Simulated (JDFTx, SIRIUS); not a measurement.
## Si: programs and potentials compared

```
Si
1.0
     0.00000    2.72185    2.72185
     2.72185    0.00000    2.72185
     2.72185    2.72185    0.00000
Si
2
Direct
  0.50000 0.50000 0.50000
  0.75000 0.75000 0.75000
```

Alike in all runs: task single point; functional LDA; k mesh 8 × 8 × 8; occupations fermi-dirac, width 0.05 eV; no spin polarisation; no spin-orbit coupling. LDA stands for any of its common fits. Pressure is positive in compression and, in plane waves, holds the error of the finite cutoff.

| program and potentials | plane-wave cutoff (eV) | notes | band gap (eV) | pressure (GPa) |
| --- | --- | --- | --- | --- |
| JDFTx, PseudoDojo-SR-LDA-0.4.1-standard with smoothed tails | 435 | - | 0.54 | -2.51 |
| JDFTx, PseudoDojo-SR-LDA-0.4.1-standard | 435 | - | 0.54 | -2.51 |
| SIRIUS, PseudoDojo 0.4.1 PBE standard (scalar relativistic) | 490 | potentials made for PBE | 0.48 | 0.11 |

The band gap spans 0.48 (SIRIUS, PseudoDojo 0.4.1 PBE standard (scalar relativistic)) to 0.54 eV (JDFTx, PseudoDojo-SR-LDA-0.4.1-standard). The pressure spans -2.51 (JDFTx, PseudoDojo-SR-LDA-0.4.1-standard) to 0.11 GPa (SIRIUS, PseudoDojo 0.4.1 PBE standard (scalar relativistic)). The gap is indirect and read on the mesh alone.

The functional is the same throughout but for its coding, so the spread measures potentials, basis and numerics; runs on potential files found faulty are left out.
